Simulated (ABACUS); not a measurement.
# BN (R3m) in ABACUS: further runs, part 2 of 2

ABACUS 3.10.1.

## 3. Equation of state, revPBE, 8.60 Å³/atom (volume scaled by 0.94)

The input, INPUT:

```
INPUT_PARAMETERS
suffix              BN
calculation         scf
basis_type          pw
pseudo_dir          ./
symmetry            1
dft_functional      revpbe
ecutwfc             84
pseudo_rcut         7
nspin               1
nbands              8
ks_solver           dav
smearing_method     fd
smearing_sigma      0.00367493
scf_thr             1e-08
scf_nmax            100
mixing_type         broyden
mixing_beta         0.7
cal_force           1
cal_stress          1
kpar                4
```

The input, STRU:

```
ATOMIC_SPECIES
N 14.0070 N_ONCV_PBE-1.2.upf
B 10.8100 B_ONCV_PBE-1.2.upf

LATTICE_CONSTANT
1.8897261246

LATTICE_VECTORS
1.2255815191 0.7075898200 3.3040796871
-1.2255815191 0.7075898200 3.3040796871
0.0000000000 -1.4151796399 3.3040796871

ATOMIC_POSITIONS
Direct

N
0.0
1
0.6672382000 0.6672382000 0.6672382000 1 1 1

B
0.0
1
0.0003288000 0.0003288000 0.0003288000 1 1 1
```

The input, KPT:

```
K_POINTS
0
Gamma
10 10 10 0 0 0
```

Potentials or basis: SG15 ONCV 1.2 PBE, plane waves.

On the command line:

```
> OMP_NUM_THREADS=1 mpirun -np 4 abacus > log
```

running log:

```text
ABACUS v3.10.1

               Atomic-orbital Based Ab-initio Computation at UStc

 ------------------------------------------------------------------------------------

 READING GENERAL INFORMATION
                           global_out_dir = OUT.BN/
                           global_in_card = INPUT
                               pseudo_dir = ./
                              orbital_dir =
                                    DSIZE = 4
                                    GSIZE = 1
[... 5 lines left out ...]

 READING ATOM TYPE 1
                               atom label = N
                      L=0, number of zeta = 1
                      L=1, number of zeta = 1
                      L=2, number of zeta = 1
             number of atom for this type = 1

 READING ATOM TYPE 2
                               atom label = B
                      L=0, number of zeta = 1
                      L=1, number of zeta = 1
                      L=2, number of zeta = 1
             number of atom for this type = 1

                        TOTAL ATOM NUMBER = 2
DIRECT COORDINATES
    atom                   x                   y                   z     mag                  vx                  vy                  vz
taud_N1            0.6672382000        0.6672382000        0.6672382000  0.0000        0.0000000000        0.0000000000        0.0000000000
taud_B1            0.0003288000        0.0003288000        0.0003288000  0.0000        0.0000000000        0.0000000000        0.0000000000

                          Volume (Bohr^3) = 116.017
                             Volume (A^3) = 17.1919

 Lattice vectors: (Cartesian coordinate: in unit of a_0)
             +1.22558            +0.70759            +3.30408
             -1.22558            +0.70759            +3.30408
                   +0            -1.41518            +3.30408
 Reciprocal vectors: (Cartesian coordinate: in unit of 2 pi/a_0)
             +0.40797           +0.235541           +0.100885
             -0.40797           +0.235541           +0.100885
                   +0           -0.471083           +0.100885
 The esolver type has been set to : ksdft_pw
[... 213 lines left out ...]
 -------------------------------------------
                                 init_chg = atomic

 PW ALGORITHM --------------- ION=   1  ELEC=   1--------------------------------

 Density error is 0.400894899483
                          Error Threshold = 0.01
----------------------------------------------------------
     Energy           Rydberg                 eV
----------------------------------------------------------
 E_KohnSham     -25.6665287642       -349.2110390744
 E_Harris       -23.3401384763       -317.5588753873
 E_Fermi        0.2498373545         3.3992115951
----------------------------------------------------------
[... 75 lines left out ...]
 Density error is 4.29251487881e-10
                          Error Threshold = 2.71760962211e-10
----------------------------------------------------------
     Energy           Rydberg                 eV
----------------------------------------------------------
 E_KohnSham     -25.7703335677       -350.6233758811
 E_KS(sigma->0) -25.7703335677       -350.6233758811
 E_Harris       -25.7702854074       -350.6227206266
 E_band         -1.2237916869        -16.6505401072
 E_one_elec     -8.2760989683        -112.6021031814
 E_Hartree      8.3928857039         114.1910682361
 E_xc           -7.4908152478        -101.9177700354
 E_Ewald        -18.3963050555       -250.2945709004
 E_entropy(-TS) -0.0000000000        -0.0000000000
 E_descf        0.0000000000         0.0000000000
 E_exx          0.0000000000         0.0000000000
 E_Fermi        0.5829982061         7.9320975266
----------------------------------------------------------

 charge density convergence is achieved
 final etot is -350.62337588 eV
 EFERMI = 7.9320975266 eV

 STATE ENERGY(eV) AND OCCUPATIONS    NSPIN == 1
 1/29 kpoint (Cartesian) = 0.0000 0.0000 0.0000 (1507 pws)
       1       -12.9344     0.00200000
       2       0.762650     0.00200000
       3        3.92410     0.00200000
       4        3.92410     0.00200000
       5        10.7688    4.58825e-28
       6        17.3989    1.18496e-85
       7        17.3989    1.18496e-85
       8        19.0638        0.00000
[... 41 lines left out ...]
 6/29 kpoint (Cartesian) = 0.20398 0.11777 0.050443 (1512 pws)
       1       -9.56328     0.00600000
       2       -4.00194     0.00600000
       3       0.949868     0.00600000
       4        4.54149     0.00600000
       5        10.7096    4.49718e-27
       6        15.8929    4.28019e-72
       7        18.9422        0.00000
       8        20.8654        0.00000

[... levels at 23 further k points ...]

------------------------------------------------------------------------------------------
 TOTAL-FORCE (eV/Angstrom)
------------------------------------------------------------------------------------------
                        N1         0.0000000000         0.0000000000         0.0003777294
                        B1         0.0000000000         0.0000000000        -0.0003777294
------------------------------------------------------------------------------------------

----------------------------------------------------------------
 TOTAL-STRESS (KBAR)
----------------------------------------------------------------
       267.3935576076         0.0000000000         0.0000000000
         0.0000000000       267.3935576073        -0.0000000027
         0.0000000000        -0.0000000027        47.4425105684
----------------------------------------------------------------
 TOTAL-PRESSURE: 194.076542 KBAR

 --------------------------------------------
 !FINAL_ETOT_IS -350.6233758810683980 eV
 --------------------------------------------
```

stdout:

```text
ABACUS v3.10.14,Local thread limit: 72

               Atomic-orbital Based Ab-initio Computation at UStc

 dft_functional readin is: revpbe
 dft_functional in pseudopot file is: PBE
[... 32 lines left out ...]
 DA8     -3.50623376e+02  -4.07344892e-08   4.2925e-10   1.38
----------------------------------------------------------------
 TOTAL-STRESS (KBAR)
----------------------------------------------------------------
       267.3935576076         0.0000000000         0.0000000000
         0.0000000000       267.3935576073        -0.0000000027
         0.0000000000        -0.0000000027        47.4425105684
----------------------------------------------------------------
 TOTAL-PRESSURE: 194.076542 KBAR
```

It took 16 s on 4 MPI ranks of Intel Xeon Platinum 8223CL at 3.00GHz (Skylake/Cascade Lake), shared host; peak memory 0.36 GiB.

What came out:

```
Free energy            : -350.6234 eV
Pressure               : 19.4 GPa
Band gap on the k mesh : 4.44 eV, indirect (least direct gap 5.12 eV)
```

Caveat: the potentials were made for another functional, which shifts forces and pressure.

## 4. Equation of state, revPBE, 8.96 Å³/atom (volume scaled by 0.98)

INPUT is that of step 3.

STRU, as its differences from that of step 3:

```diff
@@ -8,5 +8,5 @@
 LATTICE_VECTORS
-1.2255815191 0.7075898200 3.3040796871
--1.2255815191 0.7075898200 3.3040796871
-0.0000000000 -1.4151796399 3.3040796871
+1.2427247397 0.7174874630 3.3502965776
+-1.2427247397 0.7174874630 3.3502965776
+0.0000000000 -1.4349749260 3.3502965776
```

KPT is that of step 3.

On the command line:

```
> OMP_NUM_THREADS=1 mpirun -np 4 abacus > log
```

Run time: 18 s. Hardware: 4 MPI ranks of Intel Xeon Platinum 8223CL at 3.00GHz (Skylake/Cascade Lake), shared host; peak memory 0.36 GiB.

The run converged. Its results:

* Free energy: -350.6851 eV
* Pressure: 7.9 GPa
* Largest force: 0.004 eV/Å
* Band gap on the k mesh: 4.40 eV, indirect (least direct gap 5.01 eV)

Caveat: the potentials were made for another functional, which shifts forces and pressure.

## 5. Equation of state, revPBE, 9.33 Å³/atom (volume scaled by 1.02)

INPUT is that of step 4.

STRU, as its differences from that of step 4:

```diff
@@ -8,5 +8,5 @@
 LATTICE_VECTORS
-1.2427247397 0.7174874630 3.3502965776
--1.2427247397 0.7174874630 3.3502965776
-0.0000000000 -1.4349749260 3.3502965776
+1.2594075994 0.7271193165 3.3952723682
+-1.2594075994 0.7271193165 3.3952723682
+0.0000000000 -1.4542386330 3.3952723682
```

KPT is that of step 4.

On the command line:

```
> OMP_NUM_THREADS=1 mpirun -np 4 abacus > log
```

Wall time 18 s (4 MPI ranks of Intel Xeon Platinum 8223CL at 3.00GHz (Skylake/Cascade Lake), shared host); peak memory 0.36 GiB.

The run converged. Its results:

- Free energy: -350.6989 eV
- Pressure: -1.6 GPa
- Largest force: 0.007 eV/Å
- Band gap on the k mesh: 4.35 eV, indirect (least direct gap 4.90 eV)

Caveat: the potentials were made for another functional, which shifts forces and pressure.

## 6. Equation of state, revPBE, 9.69 Å³/atom (volume scaled by 1.06)

INPUT is that of step 5.

STRU, as its differences from that of step 5:

```diff
@@ -8,5 +8,5 @@
 LATTICE_VECTORS
-1.2594075994 0.7271193165 3.3952723682
--1.2594075994 0.7271193165 3.3952723682
-0.0000000000 -1.4542386330 3.3952723682
+1.2756598126 0.7365025362 3.4390871668
+-1.2756598126 0.7365025362 3.4390871668
+0.0000000000 -1.4730050723 3.4390871668
```

KPT is that of step 5.

Potentials or basis: SG15 ONCV 1.2 PBE, plane waves.

On the command line:

```
> OMP_NUM_THREADS=1 mpirun -np 4 abacus > log
```

It took 18 s on 4 MPI ranks of Intel Xeon Platinum 8223CL at 3.00GHz (Skylake/Cascade Lake), shared host; peak memory 0.36 GiB.

It converged, with:

| Property | Result |
| --- | --- |
| Free energy | -350.6727 eV |
| Pressure | -9.6 GPa |
| Largest force | 0.009 eV/Å |
| Band gap on the k mesh | 4.30 eV, indirect (least direct gap 4.79 eV) |

Caveat: the potentials were made for another functional, which shifts forces and pressure.

## 7. Equation of state, revPBE

This step only gathers the single runs of the series.

What came out:

```yaml
Equilibrium_volume: 9.26 Å³/atom
Bulk_modulus_at_fixed_shape_and_positions: 228 GPa
Pressure_derivative_of_the_bulk_modulus: "3.5 (rough: it moves with the points fitted)"
```

Energy against volume, from the lowest point:
```csv
volume (Å³/atom),energy (meV/atom)
8.596,37.75
8.962,6.91
9.328,0.00
9.693,13.07
```

Caveat: the cell was scaled at fixed shape and fractional positions, which overstates the stiffness of a crystal with free parameters, most of all of layers and chains; the potentials were made for another functional, which shifts forces and pressure.
